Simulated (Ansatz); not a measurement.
# Sc in Ansatz: convergence with ecutfock ratio

Crystal: Sc.

```
Sc
1.0
     3.30900    0.00000    0.00000
    -1.65450    2.86568    0.00000
     0.00000    0.00000    5.27330
Sc
2
Direct
  0.66667 0.33333 0.75000
  0.33333 0.66667 0.25000
```

| Quantity | Value |
| --- | --- |
| Program | Ansatz 0.2.0 |
| Task | convergence study |
| Functional | PBE0 |
| Potentials or basis | Ansatz PAW |
| Cutoff | 420 eV |
| Density cutoff | 1680 eV |
| k mesh | 5 × 5 × 3 |
| Occupations | gaussian, width 0.1 eV |
| Spin | no spin polarisation |

These are the settings of the first run; the series varies ecutfock ratio, with any setting tied to it.

Hardware: 2 threads of Intel(R) Xeon(R) Processor @ 2.50GHz (Skylake/Cascade Lake) (shared host).

| ecutfock ratio | energy less the tightest run, at zero smearing (meV/atom) | SCF cycles | CPU time (s) | peak memory (GiB) |
| --- | --- | --- | --- | --- |
| 1 | 4.19 | 38 | 53 | 0.6 |
| 2 | 0.00 | 36 | 77 | 0.68 |
| 3 | 0.00 | 36 | 76 | 0.67 |
| 4 | 0.00 | 36 | 70 | 0.7 |

Against the tightest run, the energy stays within 1 meV/atom from 2 on. The tightest run that finished is the yardstick and may itself not be fully converged.

Caveat, for the tightest run too: the k mesh is coarse (spacing up to 0.44 Å⁻¹), so the values aren't converged, least of all with exact exchange.
